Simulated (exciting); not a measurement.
The system is ZrS2.

```
Zr S
1.0
     3.69138    0.00000    0.00000
    -1.84569    3.19683    0.00000
     0.00000    0.00000    6.04108
Zr S
1 2
Direct
  0.00000 0.00000 0.00000
  0.33333 0.66667 0.23791
  0.66667 0.33333 0.76209
```

The cell is a database's computed one.

Base run:

* Program: exciting (release sodium)
* Functional: PBE
* Potentials or basis: all-electron LAPW+lo, shipped species files, valence relativity iora*
* rgkmax: 7.5
* k mesh: 8 × 8 × 5
* Occupations: fermi-dirac, width 0.05 eV
* Spin: no spin polarisation

Its results: band gap on the k mesh 1.06 eV, indirect (least direct gap 1.64 eV).

The run is repeated on the same cell with these changes: functional from PBE to LDA. What comes out?

Band gap on the k mesh 0.94 eV, indirect (least direct gap 1.53 eV).
